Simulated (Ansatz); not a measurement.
## Relativistic treatment of AgCl

```
CELL_PARAMETERS angstrom
0.00000 2.80520 2.80520
2.80520 0.00000 2.80520
2.80520 2.80520 0.00000
ATOMIC_POSITIONS crystal
Ag 0.00000 0.00000 0.00000
Cl 0.50000 0.50000 0.50000
```

Atoms are numbered in the order listed.

The cell was built from the rocksalt type and relaxed in the same program, and has space group Fm-3m; it needn't be a known or the stable phase.

One fixed cell is solved with PBE by all-electron LAPW in Ansatz 0.2.0 under different relativistic treatments. Pressure is positive in compression.

Numerical set-up: a Γ-centred 12×12×12 k mesh, Fermi–Dirac smearing of 0.08 eV, basis error target 0.5 meV/atom, no spin polarisation.

```
                                             setting  P (GPa)  gap on the k mesh (eV)
                                 scalar-relativistic     0.02                    0.92
                                    non-relativistic     1.79                       ?
                            with spin–orbit coupling     0.00                       ?
scalar-relativistic, inner shells corrected to Dirac     0.03                    0.92
```

(1) Give the missing entry: row "with spin–orbit coupling", column "gap on the k mesh (eV)".

(2) Give the missing entry: row "non-relativistic", column "gap on the k mesh (eV)".

## Answers

(1) 0.88.

(2) 1.67.
